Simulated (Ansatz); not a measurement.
Cubic perovskite LaAlO₃ (cubic high-temperature phase) was calculated with PBE0 (PAW; Ansatz, a program for electronic structure).

Settings: plane-wave cutoff 460 eV, 6×6×6 k mesh, Fermi–Dirac smearing 0.01 eV, scalar-relativistic PAW data made under PBE.

Computed at the level's own relaxed cell.

### Question
Estimate the lattice constant a, bulk modulus B0 and volume per atom that the calculation returns.

### Answer

- lattice constant a: 3.777 Å
- bulk modulus B0: 213 GPa
- volume per atom: 10.78 Å³/atom

Measured, for comparison: bulk modulus 215 ± 4 GPa (room temperature, no zero-point or thermal correction, cubic phase above 14 GPa, extrapolated to zero pressure; as tabulated in Guennou et al. (2011), arXiv:1105.1276). Computed (rounded) less measured: bulk modulus -0.9 % (inside the measured uncertainty).

Note: the relaxation could not lower the start's symmetry, so the cell can be a saddle point above a distorted one.

Spin–orbit coupling is not included.

The computed numbers hold no vibrational or temperature effects.

The result took about 9 core-minutes (a rough figure).
